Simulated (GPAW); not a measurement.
Runs of GPAW 26.7.0 on Cu. It takes space group Fm-3m (No. 225, cubic). The conventional cell has a = 3.615 Å, b = 3.615 Å, c = 3.615 Å, α = 90.00°, β = 90.00°, γ = 90.00°. Around Cu (site symmetry m-3m) lie 12 Cu at 2.56 Å. 

```csv
task,level,potentials or basis,U,smearing,U projector left unscaled,k mesh for the DOS,dos width,band path,band points,gap on the mesh (eV),pressure (GPa)
single point,PBE,"GPAW PAW data sets (gpaw-data 1.2.1), pw",-,gaussian 0.019 eV,-,-,-,-,-,none,3.1
single point,PBE,"GPAW PAW data sets (gpaw-data 1.2.1), pw",-,gaussian 0.017 eV,-,-,-,-,-,none,3.1
density of states,r2SCAN+U,"GPAW PAW data sets (gpaw-data 1.2.1), pw",Cu d U = 8 eV,fermi-dirac 0.05 eV,no,19 × 19 × 19,0.2 eV,-,-,none,-1.0
band structure,mBEEF,"GPAW PAW data sets (gpaw-data 1.2.1), pw",-,fermi-dirac 0.05 eV,-,-,-,"GXWKGLUWLK,UX",60,-,(a)
```

Alike in all rows: no spin polarisation; cell as given; k mesh 13 × 13 × 13; cutoff (eV) 600.

Question: Fill in the values left out.

Answer: (a) -2.8.

Caveats: the PAW data sets were made with another functional, which shifts forces and pressure a little (some runs); U without spin polarisation on a metal has little footing (some runs); the U is typed as a test and isn't derived for this compound (some runs).

A k mesh can miss the band edges.

A gap of «none» marks a metal or a gap under the smearing width.

Not every run made on this cell is shown here.
